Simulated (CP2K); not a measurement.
Runs of CP2K 2026.2 on Bi2Se3 (Paraguanajuatite). Symmetry: R-3m, No. 166, trigonal system. The conventional cell has a = 4.143 Å, b = 4.143 Å, c = 28.636 Å, α = 90.00°, β = 90.00°, γ = 120.00°. Bi (site symmetry 3m) is surrounded by 6 Se at 2.85 to 3.07 Å. Se (site symmetry 3m) has 3 Bi at 2.85 Å as nearest neighbours. Around Se (site symmetry -3m) lie 6 Bi at 3.07 Å. 

```tsv
level	potentials or basis	NGRIDS	points a segment of the path (NPOINTS)	bands added on the path	CUTOFF of the grids	gap on the mesh (eV)	pressure (GPa)	largest force (eV/Å)
PBEsol	POTENTIAL_UZH Bi GTH-PBE-q5, Se GTH-PBE-q6; TZVP-MOLOPT-PBE-GTH basis	5	8	4	450 Ry	0.12	1.7	0.41
BLYP	GTH_POTENTIALS Bi GTH-BLYP-q5, Se GTH-BLYP-q6; TZVP-MOLOPT-PBE-GTH basis	4	8	4	450 Ry	0.28	5.7	(b)
PBE	POTENTIAL_UZH Bi GTH-PBE-q5, Se GTH-PBE-q6; TZVP-MOLOPT-PBE-GTH basis	5	10	6	450 Ry	0.20	3.1	0.31
r2SCAN	POTENTIAL_UZH Bi GTH-SCAN-q5, Se GTH-SCAN-q6; TZVP-MOLOPT-SCAN-GTH basis	4	8	6	675 Ry	(a)	0.0	0.17
LDA	GTH_POTENTIALS Bi GTH-PADE-q5, Se GTH-PADE-q6; TZVP-MOLOPT-PBE-GTH basis	4	10	2	450 Ry	0.10	-1.5	0.20
```

Alike in all rows: task band structure; no spin polarisation; cell as given; k mesh 6 × 6 × 6; smearing fermi-dirac 0.05 eV.

Estimate the missing entries.

(a) 0.41; (b) 0.25.

Caveats: spin-orbit coupling is left out, which as a rule narrows the gap of such compounds by several tenths of an eV; the basis of atomic orbitals isn't converged, which shifts pressures, moduli and gaps; the potentials were made for another functional, which shifts forces and pressure (some runs).

A k mesh can miss the band edges, and the runs leave out spin-orbit coupling on Bi, Se.
